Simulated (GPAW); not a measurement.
Here is a GPAW 26.7.0 calculation.

The input run.py:

```python
from ase.io import read
from gpaw import PW, setup_paths
from gpaw.dft import DFT

setup_paths.insert(0, '.')

atoms = read('BeS.xyz')
atoms.set_initial_magnetic_moments([0.5, 0.0])

dft = DFT(atoms,
          mode=PW(800),
          xc='LDA',
          kpts={'size': (9, 9, 9), 'gamma': True},
          occupations={'name': 'fermi-dirac', 'width': 0.05},
          setups={'Be': 'jth', 'S': 'jth'},
          nbands=-7,
          convergence={'density': 1e-05, 'energy': 1e-05},
          maxiter=150,
          txt='gpaw.txt')
print(f'Energy: {dft.calculate_energy():.6f} eV')
print('Forces (eV/A):')
print(dft.calculate_forces().round(4))
print('Stress (eV/A^3):', dft.calculate_stress().round(6))
print('Moments:', dft.magmoms()[1].round(3))
dft.write_gpw_file('gs.gpw')
```

The input BeS.xyz:

```xyz
2
Lattice="0.0000000000 2.4250000000 2.4250000000 2.4250000000 0.0000000000 2.4250000000 2.4250000000 2.4250000000 0.0000000000" Properties=species:S:1:pos:R:3 pbc="T T T"
S      3.6375000000      3.6375000000      3.6375000000
Be     0.0000000000      0.0000000000      0.0000000000
```

Potentials or basis: JTH PAW 2.0, LDA, pw.

Launch:

```sh
$ OMP_NUM_THREADS=1 python run.py
```

(1) What does it give for the pressure?

(2) Estimate the band gap on the k mesh.

(3) Predict the net moment.

Answers

(1) -3.4 GPa.

(2) 3.00 eV, indirect (least direct gap 5.53 eV).

(3) 0.00 μB per cell.

Caveat: the program truncates these outside data sets; an odd mesh through Γ misses points on the zone boundary, where band edges often lie.
